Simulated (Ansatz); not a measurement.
# CuO (Tenorite) under changes of volume

One of the cells (10.135 Å³/atom); the others are scaled copies at fixed shape and fractional positions:

```xyz
4
Lattice="2.3418 -1.7113 0.0000 2.3418 1.7113 0.0000 -0.8500 0.0000 5.0579" Properties=species:S:1:pos:R:3 pbc="T T T"
Cu    0.7459   -0.8557    2.5289
Cu    1.1709    0.8557    0.0000
O     1.7043    0.2793    3.7934
O     2.1293   -0.2793    1.2645
```

```yaml
Program: Ansatz 0.2.0
Functional: PBE
Potentials_or_basis: SPMS NC
Cutoff: "1034 eV (not typed: the program's choice for these potentials)"
k_mesh: 10 × 10 × 5
Occupations: fermi-dirac, width 0.05 eV
Spin: no spin polarisation
```

```csv
volume (Å³/atom),energy over the lowest point (meV/atom),pressure (GPa),largest force (eV/Å)
9.527,53.85,19.7,0.046
9.730,?,?,?
9.932,16.59,10.2,0.197
10.135,6.38,6.1,0.263
10.338,1.02,2.5,0.323
10.540,0.00,-0.8,0.378
10.743,2.85,-3.7,0.429
```

Question: What does the run at 9.730 Å³/atom give?

Answer: Energy over the lowest point 32.20 meV/atom; pressure 14.7 GPa; largest force 0.125 eV/Å.

Worked out: A Birch-Murnaghan fit of order 3 (a polynomial in V^(-2/3)) to the other rows has its minimum at 10.49 Å³/atom with B0 = V·E''(V) = 163 GPa and B' = 4.8 at fixed shape and positions, which overstates the stiffness. It gives 32.15 meV/atom at 9.730 Å³/atom, against the run's 32.20, and -dE/dV = 14.6 GPa, against 14.7.

Energies are extrapolated to zero smearing.

Caveats: the run has no spin polarisation, though such a crystal can be magnetic.
